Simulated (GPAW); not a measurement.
# Calculated records

### A GW chain in GPAW: SnCl2 (1T monolayer)

The cell holds 3 atoms: 1 Sn and 2 Cl. Its edges and angles: a = 4.113 Å, b = 4.113 Å, c = 13.800 Å, α = 90.0°, β = 90.0°, γ = 120.0°. Vacuum lies along c.

```
Sn Cl
1.0
     4.11287    0.00000    0.00000
    -2.05644    3.56185    0.00000
     0.00000    0.00000   13.80000
Sn Cl
1 2
Direct
  0.00000 0.00000 0.50000
  0.33333 0.66667 0.60879
  0.66667 0.33333 0.39121
```

```
method               : DFT, LDA, plane waves, PAW (and 1 further level or step)
program              : GPAW 26.7.0
settings             : cutoff 450 eV, GPAW PAW setups 1.2.1 data release, 6×6×1 k-mesh, nbands 338
cost                 : 3 runs, 4 min in all on 4 MPI ranks of Arm Neoverse V1, shared host
notes                : The structure was relaxed with LDA. Limits: no spin-orbit coupling.
LDA gap              : 2.12 eV, indirect
G0W0 gap on the mesh : 3.98 eV
GW settings          : 6×6×1 mesh, 152 bands, screening to 48 eV, full frequency, Hilbert transform
known limits         : short of the basis limit; no spin-orbit coupling
```

G0W0 moves the gap on the mesh from 2.12 eV to 3.98 eV (+1.86 eV), with Z of 0.77 and 0.81 at the edges. The dearest step here is «empty states on the mesh».

[Long decimals in the printed logs are rounded to 6 places.]

[Logs are printed without paths, hosts, clocks, repeated set-up lines and the standing remarks that a program may print on its own settings, such as how far it seeks lower states.]

[Paths, hosts, dates, memory and timing lines, banners, echoed tables and standing remarks are left out of the program output; an Ansatz launch command may be rebuilt from the run's recorded settings. Measured values are a selection of at most five: reports struck by readers or far from the other reports are left out. None is set beside runs whose start may be inverted or whose files or cutoffs have a known fault.]

[Runs of the session that timed out or met a known fault of the program may be left out.]

[Hosts, paths, dates, database ids (printed as entryN), source tags and the programs' standing remarks are cut or masked in the printed files.]

[Where the starting crystal was built by hand or by swapping elements, it need not be the compound's stable phase.]
